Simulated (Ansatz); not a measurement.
## Ionic part of the dielectric constant of BN at 4 GPa, mode by mode

These are results of Ansatz 0.2.0, DFT PBE+D3(BJ), scalar-relativistic, plane waves, PAW, not measurements. Plane waves to 420 eV; Γ-centred k mesh 12×12×12; fixed occupations. No spin polarisation. Phonons by linear response, acoustic sum rule imposed.

It takes space group R3m (No. 160, trigonal). The conventional cell has a = 2.497 Å, b = 2.497 Å, c = 9.090 Å, α = 90.00°, β = 90.00°, γ = 120.00°. B (site symmetry 3m) is surrounded by 3 N at 1.44 Å. N (site symmetry 3m) has 3 B at 1.44 Å as nearest neighbours.

The primitive cell has V = 16.36 Å³ and ε∞,yy = 5.088. Each polar mode adds Δε = (4.92064×10⁷/V)·S/ν² along y, with S its oscillator strength in e²/amu, ν in cm⁻¹ and V in Å³.

Question: From these modes, find each Δε and ε0,yy.
| ν (cm⁻¹) | S_yy (e²/amu) |
| --- | --- |
| 1375.1 | 1.191 |

Answer:
| ν (cm⁻¹) | Δε |
| --- | --- |
| 1375.1 | 1.89 |

The sum is 1.893, so ε0,yy = 6.98; the run's tensor has 6.98.

Question: Where do the longitudinal modes lie for a wave vector along y?

Answer: At 1611 cm⁻¹. The Lyddane–Sachs–Teller product Π(ν_LO/ν_TO)² = 1.37 matches ε0/ε∞ = 1.37.

This form isn't the usual stable structure of the compound at low pressure.

Cost: 1 run of about 1.5 core-minutes, on Intel Xeon Processor @ 2.50GHz (Skylake/Cascade Lake) (shared hosts).